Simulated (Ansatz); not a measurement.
**MoS2 in Ansatz: the effect of Hubbard term**

MoS2:

```
Mo S
1.0
     1.58000    0.91221    6.15000
    -1.58000    0.91221    6.15000
     0.00000   -1.82443    6.15000
Mo S
1 2
Direct
  0.00000 0.00000 0.00000
  0.41700 0.41700 0.41700
  0.25000 0.25000 0.25000
```

Measurements of this composition are mostly on another form, of space group No. 194.

Alike in all runs:

```yaml
Program: Ansatz 0.2.0
Task: projected density of states
Functional: PBEsol
Potentials_or_basis: Ansatz PAW
Cutoff: "420 eV (not typed: the program's choice for these potentials)"
k_mesh: 10 × 10 × 10
Occupations: fermi-dirac, width 0.05 eV
Spin: no spin polarisation
Hubbard_projectors: ortho-atomic (the default)
Double_counting: fll (the default)
```

```tsv
Hubbard term	gap on the mesh (eV)	largest force (eV/Å)
none	0.91	0.26
Mo d U = 1 eV	0.93	0.26
Mo d U = 2 eV	0.95	0.25
Mo d U = 3 eV	0.97	0.25
Mo d U = 4 eV	0.95	0.24
Mo d U = 5 eV	0.92	0.24
Mo d U = 6 eV	0.88	0.23
Mo d U = 8 eV	?	?
```

Task: What does the run with Hubbard term Mo d U = 8 eV give?

Result: gap on the mesh 0.75 eV; largest force 0.20 eV/Å.

Worked out: A parabola through the other rows of the gap on the mesh, of slope -0.0789 eV per eV there, extrapolates to 0.75 eV, against the run's 0.75. A straight line through the other rows of the largest force, of slope -0.005 eV/Å per eV, extrapolates to 0.22 eV/Å, against the run's 0.20.

Caveats: the PAW data sets come from PBE, with cores solved anew for the run's functional, which leaves a small shift of forces and pressure.

A k mesh can miss the band edges.
